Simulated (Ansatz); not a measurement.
Relaxing Co

Level of theory: Ansatz, DFT PBE, scalar-relativistic, plane waves, PAW. Run with 420 eV cutoff, 20×20×20 k-mesh, Gaussian smearing of 0.10 eV, collinear spin.

What was changed in Zn: Zn → Co on all its sites, cell and atoms relaxed.

Command:

```bash
ansatz run input.yaml --threads 1 --pin off --max-ram 1331MiB --backend cpu --events-out ev --progress --plain --runs-dir out
```

Input:

```yaml
crystal:
  lattice:
    - [0.0, 1.7630079468, 1.7630079468]
    - [1.7630079468, 0.0, 1.7630079468]
    - [1.7630079468, 1.7630079468, 0.0]
  atoms:
    - { symbol: Co, position: [0.0, 0.0, 0.0], spin: 1.94 }
basis:
  ecutwfc: 420
kpoints:
  mp_grid: { grid: [20, 20, 20] }
hamiltonian:
  xc: pbe
scf:
  occupations: { method: gaussian, width: 0.1 }
output:
  forces: true
  stress: true
  eigenvalues: true
  populations: true
magnetization:
  spin_polarized: true
relax:
  adjacent_minimum: "off"
  f_tol: 0.01
  max_steps: 60
  cell: { stress_tol: 0.1 }
```

F is the free energy. Steps run on the plane waves of an earlier cell, but the last one, and at times one on the way, on a freshly chosen basis, so a repeated geometry can differ a little in energy.

Steps:

| step | F − F(1) (eV) | largest force component (eV/Å) | V (Å³/atom) | P (GPa) |
| --- | --- | --- | --- | --- |
| 1 | 0.0000 | 0.000 | 10.960 | -1.05 |
| 2 | -0.0002 | 0.000 | 10.930 | -0.48 |
| 3 | -0.0002 | 0.000 | 10.906 | 0.01 |
| 4 | -0.0002 | 0.000 | 10.906 | 0.00 |

Relaxed structure:

```xyz
1
Lattice="0.0000 1.7601 1.7601 1.7601 0.0000 1.7601 1.7601 1.7601 0.0000" Properties=species:S:1:pos:R:3 pbc="T T T"
Co    0.0000    0.0000    0.0000
```

The structure is cubic, space group Fm-3m (No. 225). Conventional cell: a = 3.520 Å, b = 3.520 Å, c = 3.520 Å, α = 90.00°, β = 90.00°, γ = 90.00°. Around Co (site symmetry m-3m) lie 12 Co at 2.49 Å.

The run converged. The run took of the order of 50 core-seconds.